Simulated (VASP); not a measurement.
A run of VASP 6.6.1:

Contents of INCAR:

```
ALGO     = Normal         # electronic algorithm
EDIFF    = 1E-6           # SCF threshold, eV
EDIFFG   = -0.01          # ionic threshold
ENCUT    = 600            # plane-wave cutoff, eV
GGA      = CA             # functional
IBRION   = 2              # ionic algorithm
ISIF     = 3              # what is computed and relaxed
ISMEAR   = -1             # smearing method
LASPH    = T              # aspherical terms in the spheres
LCHARG   = F              # write CHGCAR
LREAL    = F              # projectors in reciprocal space
LWAVE    = F              # write WAVECAR
NELM     = 60             # most SCF steps
NSW      = 60             # ionic steps
PREC     = Accurate       # precision mode
SIGMA    = 0.05           # smearing width, eV
```

KPOINTS

```
k-points
0
Gamma
  10 10 10
```

POSCAR

```
TiC
1.0
    0.0000000000      2.1657188437      2.1657188437
    2.1657188437      0.0000000000      2.1657188437
    2.1657188437      2.1657188437      0.0000000000
Ti C
1 1
Direct
    0.0000000000      0.0000000000      0.0000000000
    0.5000000000      0.5000000000      0.5000000000
```

Potentials or basis: VASP PAW LDA potentials, release 64 (Ti_sv, C).

Launch:

```sh
$ cat potpaw_LDA.64/Ti_sv/POTCAR potpaw_LDA.64/C/POTCAR > POTCAR
$ mpirun -np 1 vasp_std > vasp.out
```

Hardware: 1 thread of Intel(R) Xeon(R) Platinum 8259CL CPU @ 2.50GHz (Skylake/Cascade Lake) (shared host).

Estimate the wall time of this run.

Wall time 28 s on 1 thread of Intel(R) Xeon(R) Platinum 8259CL CPU @ 2.50GHz (Skylake/Cascade Lake) (shared host), peak memory 0.14 GiB. Counts: scf iterations 45, k points 47, ion steps 4.
